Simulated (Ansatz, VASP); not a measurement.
# CdSe: VASP beside Ansatz

```
Cd Se
1.0
    -0.06141    3.03957    3.03957
     3.03957   -0.06141    3.03957
     3.03957    3.03957   -0.06141
Cd Se
1 1
Direct
  0.00000 0.00000 0.00000
  0.25000 0.25000 0.25000
```

Change from the starting cell: equal xy, yz and zx shear strains of -2 %, crystal datasets.

Alike in both runs: task electric field gradients; functional LDA; k mesh 8 × 8 × 8; occupations fermi-dirac, width 0.03 eV; no spin polarisation.

|  | VASP | Ansatz |
| --- | --- | --- |
| version | VASP 6.6.1 | Ansatz 0.2.0 |
| potentials or method | VASP PAW LDA potentials, release 64 (Cd, Se), cutoff 520 eV | all-electron PAW with datasets made for the crystal, scalar-relativistic |

|  | VASP | Ansatz | Ansatz less VASP |
| --- | --- | --- | --- |
| pressure (GPa) | -2.8 | -3.2 | -0.36 |
| largest component of the traceless stress (GPa) | 0.84 | 0.82 | -0.029 |
| rms of the force components (eV/Å) | 0.110 | 0.104 | -0.0066 |
| Vzz of the field gradient on the site that differs most (V/Å²) | -22.0 | -19.1 | +2.81 |

Atom by atom the forces differ by 0.007 eV/Å (rms over components). Ansatz ran all-electron here, so the differences hold the error of VASP's frozen core and of both bases. Ansatz warned: «gradients_without_spin_orbit».
